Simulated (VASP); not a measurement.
Here is a VASP 6.6.1 calculation.

The input INCAR:

```
PREC = Accurate ; ENCUT = 520
EDIFF = 1E-6 ; ISMEAR = -1
SIGMA = 0.02 ; LREAL = Auto
LASPH = T ; NELM = 100
ALGO = Fast ; ISIF = 2
LWAVE = F ; LCHARG = T
GGA = PE ; IVDW = 12
LELF = T ; LVHAR = T
NBANDS = 48
```

File KPOINTS:

```
regular mesh
0
Gamma
  1 1 1
```

POSCAR

```
H12CO8
1.0
    6.2658270000      0.0000000000      0.0000000000
    0.0000000000      6.2658270000      0.0000000000
    0.0000000000      0.0000000000      6.2658270000
O H C
8 12 1
Direct
    0.1117170966      0.5590802300      0.0073254496
    0.8248392431      0.1574572678      0.3579415774
    0.2052881447      0.9106379732      0.3156327170
    0.5464721576      0.3347842192      0.1083496241
    0.2710097167      0.2137467249      0.8414850905
    0.9402270443      0.5641553781      0.5826844565
    0.6534173382      0.9705183370      0.8252222731
    0.5920527330      0.7647194856      1.1318378244
    0.0297805860      0.5376943858     -0.1398378857
    0.0489480479      0.4647112025      0.1182126477
    0.6933960992      0.1917065377      0.2946618220
    0.8328030761     -0.0096715086      0.3615644032
    0.2970238406      1.0244617351      0.3131909004
    0.1761459421      0.8482359950      0.1865835108
    0.6312494743      0.4583114089      0.1434766712
    0.4362233429      0.3818969148      0.0174757458
    0.3673258135      0.2442295327      0.7184047692
    0.1236389067      0.1948346164      0.7825144231
    0.8279354026      0.4559334307      0.5294751994
    1.0178385072      0.5962660635      0.4612160534
    0.6299886671      0.8712816361      0.9783544933
```

Potentials or basis: VASP PAW PBE potentials, release 64 (O, H, C).

Run with:

```sh
$ cat potpaw_PBE.64/O/POTCAR potpaw_PBE.64/H/POTCAR potpaw_PBE.64/C/POTCAR > POTCAR
$ mpirun -np 1 vasp_gam > vasp.out
```

(1) Estimate the dispersion energy per atom.

(2) Estimate the largest force.

Answers

(1) -0.035 eV.

(2) 4.587 eV/Å.

Caveat: the standard files for N, O and F lose accuracy on very short bonds.
